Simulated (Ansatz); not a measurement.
The system is KF (Carobbiite).

```
CELL_PARAMETERS angstrom
0.00000 2.67185 2.67185
2.67185 0.00000 2.67185
2.67185 2.67185 0.00000
ATOMIC_POSITIONS crystal
K 0.00000 0.00000 0.00000
F 0.50000 0.50000 0.50000
```

Base run:

```yaml
Program: Ansatz 0.2.0
Functional: HSE06 form with a typed share of exact exchange
Potentials_or_basis: Ansatz PAW
Cutoff: "420 eV (not typed: the program's choice for these potentials)"
k_mesh: 5 × 5 × 5
Occupations: fermi-dirac, width 0.05 eV
Spin: no spin polarisation
```

Its results: band gap on the k mesh 7.39 eV, direct; pressure 0.8 GPa.

After a change of settings the same cell gave: band gap on the k mesh 6.58 eV, direct; pressure 1.2 GPa. Which change was it?
A. share of exact exchange from 0.15 to 0.25
B. share of exact exchange from 0.15 to 0.2
C. share of exact exchange from 0.15 to 0.05
D. share of exact exchange from 0.15 to 0.4

C.

Caveats: odd divisions of the mesh miss points on the zone boundary, where band edges often lie, so the gap on the mesh can be too wide; the PAW data sets come from PBE, with cores solved anew for the run's functional, which leaves a small shift of forces and pressure; the thresholds are loose for stress.
